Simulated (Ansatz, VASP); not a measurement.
## Ru: VASP beside Ansatz

```
CELL_PARAMETERS angstrom
2.73306 0.00000 0.00000
1.36653 2.36690 0.00000
0.00000 0.00000 38.81000
ATOMIC_POSITIONS crystal
Ru 0.00000 0.00000 0.22415
Ru 0.33333 0.33333 0.27756
Ru 0.00000 0.00000 0.33313
Ru 0.33333 0.33333 0.38891
Ru 0.00000 0.00000 0.44452
Ru 0.33333 0.33333 0.50000
Ru 0.00000 0.00000 0.55548
Ru 0.33333 0.33333 0.61109
Ru 0.00000 0.00000 0.66687
Ru 0.33333 0.33333 0.72244
Ru 0.00000 0.00000 0.77585
```

Alike in both runs: functional RPBE; k mesh 16 × 16 × 1; occupations gaussian, width 0.1 eV; no spin polarisation.

Ansatz relaxed the structure, and its values are those at the end. VASP's run is a single point on that final structure, the one shown.

```csv
,VASP,Ansatz
version,VASP 6.6.1,Ansatz 0.2.0
potentials or method,"VASP PAW PBE potentials, release 64 (Ru_pv)","scalar-relativistic, plane waves, PAW"
plane-wave cutoff (eV),520,420
valence electrons in the cell,154,176
```

|  | VASP | Ansatz | Ansatz less VASP |
| --- | --- | --- | --- |
| rms of the force components (eV/Å) | 0.003 | 0.000 | -0.0031 |

The two sets of potentials don't hold the same shells in valence.

Caveats: the PAW data sets were made with another functional, which shifts forces and pressure a little (VASP).
